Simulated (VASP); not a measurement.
Input of a VASP 6.6.1 run:

File INCAR:

```
ALGO = Normal
EDIFF = 1E-7
EDIFFG = -0.002
ENCUT = 250
GGA = PS
IBRION = 2
ISIF = 3
ISMEAR = 0
LASPH = T
LCHARG = F
LREAL = F
LWAVE = F
NELM = 100
NSW = 80
PREC = Accurate
PSTRESS = 1250.0
SIGMA = 0.1
```

KPOINTS

```
k-points
0
Gamma
  21 21 21
```

File POSCAR:

```
Se
1.0
    1.9250000000      1.1113992700      0.8816666700
   -1.9250000000      1.1113992700      0.8816666700
    0.0000000000     -2.2227985400      0.8816666700
Se
1
Direct
    0.0000000000      0.0000000000      0.0000000000
```

Potentials or basis: VASP PAW PBE potentials, release 64 (Se).

Command:

```bash
$ cat potpaw_PBE.64/Se/POTCAR > POTCAR
$ mpirun -np 1 vasp_std > vasp.out
```

Question: What does it give for the relaxed volume?

Answer: 11.86 Å³/atom.

Question: Estimate the band gap on the k mesh.

Answer: None (metal or under the smearing width).

Question: Estimate the relaxed cell.

Answer: a = 2.430 Å, b = 2.430 Å, c = 2.430 Å, α = 107.24°, β = 107.24°, γ = 107.24°.

Question: What does it give for the space group after relaxing (to 0.05 Å)?

Answer: R-3m (No. 166).

Step by step:
```
step  energy change (eV)  largest force (eV/Å)  pressure (GPa)  volume (Å³)
   1              0.0000                0.0000          152.12        11.32
   2             -1.8606                0.0000           42.01        14.75
   3             -0.5208                0.0000          122.07        11.93
   4             -0.4719                0.0000          124.89        11.87
   5             -0.4633                0.0000          125.39        11.85
   6             -0.4638                0.0000          125.37        11.85
   7             -0.4654                0.0000          125.28        11.86
   8             -0.4655                0.0000          125.27        11.86
   9             -0.4658                0.0000          125.26        11.86
  10             -0.4664                0.0000          125.23        11.86
  11             -0.4676                0.0000          125.15        11.86
  12             -0.4701                0.0000          125.01        11.86
```

Caveat: the cutoff is under 1.25 times the usual one of these potentials, so pressure, stress and relaxed cells hold a basis-set (Pulay) error; the cell is relaxed towards a set pressure, so the enthalpy falls and the energy may rise; the PAW data sets were made with another functional, which shifts forces and pressure a little. Zero-point motion and thermal expansion aren't in these numbers.
